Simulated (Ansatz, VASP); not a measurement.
# One calculation of Ge, two programs

INCAR

```
SYSTEM = Ge
PREC = Accurate ; ENCUT = 520
EDIFF = 1E-7 ; ISMEAR = 0
SIGMA = 0.1 ; LREAL = .FALSE.
LASPH = .TRUE. ; NELM = 80
ALGO = Normal ; ISIF = 2
LWAVE = .FALSE. ; LCHARG = .FALSE.
GGA = PS ; NBANDS = 21
```

File KPOINTS:

```
regular mesh
0
G
  11 11 6
  0 0 0
```

Contents of POSCAR:

```
Ge
1.0
    2.9911060000      0.0000000000      0.0000000000
   -1.5105156329      2.5816772893      0.0000000000
    0.0000000000      0.0000000000      4.7275960000
Ge
2
Direct
    0.6665500000      0.3334500000      0.2500000000
    0.3334500000      0.6665500000      0.7500000000
```

Input for Ansatz:

```yaml
crystal:
  lattice:
    a: 2.991106
    b: 2.991106
    c: 4.727596
    alpha: 90.0
    beta: 90.0
    gamma: 120.33151
  atoms:
    - { symbol: Ge, position: [0.66655, 0.33345, 0.25] }
    - { symbol: Ge, position: [0.33345, 0.66655, 0.75] }
basis:
  ecutwfc: 571.4391111657479
kpoints:
  mp_grid:
    grid: [11, 11, 6]
hamiltonian:
  xc: pbesol
  pseudopotentials:
    kind: paw
scf:
  occupations:
    method: gaussian
    width: 0.1
output:
  forces: true
  stress: true
```

This isn't the form of Ge at room conditions, which is diamond.

Alike in both runs: task single point; functional PBEsol; k mesh 11 × 11 × 6; occupations gaussian, width 0.1 eV; no spin polarisation.

```csv
,VASP,Ansatz
version,VASP 6.6.1,Ansatz 0.2.0
potentials or method,"VASP PAW PBE potentials, release 64 (Ge_d)","plane waves, PAW"
plane-wave cutoff (eV),520,571
valence electrons in the cell,28,28
```

|  | VASP | Ansatz | Ansatz less VASP |
| --- | --- | --- | --- |
| pressure (GPa) | 0.4 | 0.4 | -0.05 |
| largest component of the traceless stress (GPa) | 4.51 | 4.51 | +0.001 |
| rms of the force components (eV/Å) | 0.004 | 0.004 | -0.0001 |

Atom by atom the forces differ by 0.000 eV/Å (rms over components). With one functional, cell and mesh, what is left measures potentials, basis and numerics.

Caveats: the PAW data sets were made with another functional, which shifts forces and pressure a little (VASP).
